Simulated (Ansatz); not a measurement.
## Sn: stationary points along a deformation path

The calculation used DFT PBE+D3(BJ), scalar-relativistic, plane waves, PAW in Ansatz 0.2.0. Settings: plane waves to 420 eV, k-mesh 20×20×20 (Γ-centred), Gaussian smearing 0.15 eV. No spin polarisation. Energies are free energies at this smearing, counted from the undisturbed cell; pressure is positive in compression.

The starting cell (as given, not relaxed at this level; it stands at -1.6 GPa; this bcc form isn't the usual structure):

```yaml
crystal:
  lattice:
    - [-1.89465, 1.89465, 1.89465]
    - [1.89465, -1.89465, 1.89465]
    - [1.89465, 1.89465, -1.89465]
  atoms:
    - { symbol: Sn, position: [0.00000, 0.00000, 0.00000] }
```

At fixed volume and fractional coordinates, lengths along (0.000, 0.000, 1.000) are scaled against those across it; ρ is that ratio over its starting value. V = 27.205 Å³/atom. Δσ is the stress along the axis less the mean stress across it (compression positive).

```
    ρ  ΔE (meV/atom)  Δσ (GPa) space group
0.650          176.4     16.25       I4/mmm
0.707           61.4      8.71       I4/mmm
0.780            2.3      3.08       I4/mmm
0.850          -10.8      0.42       I4/mmm
0.920           -7.5     -1.02       I4/mmm
1.000            0.0      0.00        Im-3m
1.100           -5.7      0.60       I4/mmm
1.200           -7.9      0.10       I4/mmm
1.300           -9.6     -0.20       I4/mmm
1.414           -7.4      0.00        Fm-3m
1.500           -8.3     -0.13       I4/mmm
```

Question: How does the stress give the slope of the energy, and where is the energy stationary?

Answer: Along the path d ln(length) is 2/3 d ln ρ on the axis and −1/3 d ln ρ across it, so dE/d ln ρ = −(2/3) V Δσ: the energy falls with ρ where Δσ is positive. Δσ vanishes or changes sign between ρ = 0.850 and 0.920, a minimum (near 0.87 by linear interpolation); at ρ = 1.000 (Im-3m), a maximum at 0.0 meV/atom; between ρ = 1.200 and 1.300, a minimum (near 1.23 by linear interpolation); at ρ = 1.414 (Fm-3m), a stationary point at -7.4 meV/atom. Pairs of stationary points between two samples would go unseen, and could change a minimum read from distant neighbours into a maximum. At ρ = 1.000, 1.414 the cell is cubic, where symmetry alone makes the stress isotropic and the slope zero.

Question: Which shear constant sets the curvature at ρ = 1?

Answer: For a cubic crystal E/V = (2/3) C (ln ρ)² with C = C′ = (C11 − C12)/2, so Δσ = −2C ln ρ. The parabola of Δσ against ln ρ through ρ = 0.920, 1 and 1.100 gives C ≈ -4.8 GPa with the ions clamped, rough because the steps are large. It is the stress–strain coefficient at this cell's pressure of -1.6 GPa, not the zero-pressure constant. It is negative, so the cubic cell is unstable to this shear.

Question: Integrate that slope from ρ = 1 to 1.300 by the trapezoid rule.

Answer: With V/N in Å³ and 1 eV/Å³ = 160.2 GPa the slopes at ρ = 1.000, 1.100, 1.200, 1.300 are 0, -68, -11, 23 meV/atom per unit of ln ρ. The steps add (-3.3) + (-3.4) + 0.5 = -6.2 meV/atom, against -9.6 from the energies; the trapezoid rule misses the curvature of the slope within each step.

Question: Is the start the lowest point of the path?

Answer: No: ρ = 0.850 lies 10.8 meV/atom lower, with no sampled rise above the start on the way. Volume and inner coordinates are held, so a relaxed structure there would lie lower still.

In a metal these slopes depend on the k mesh and the smearing.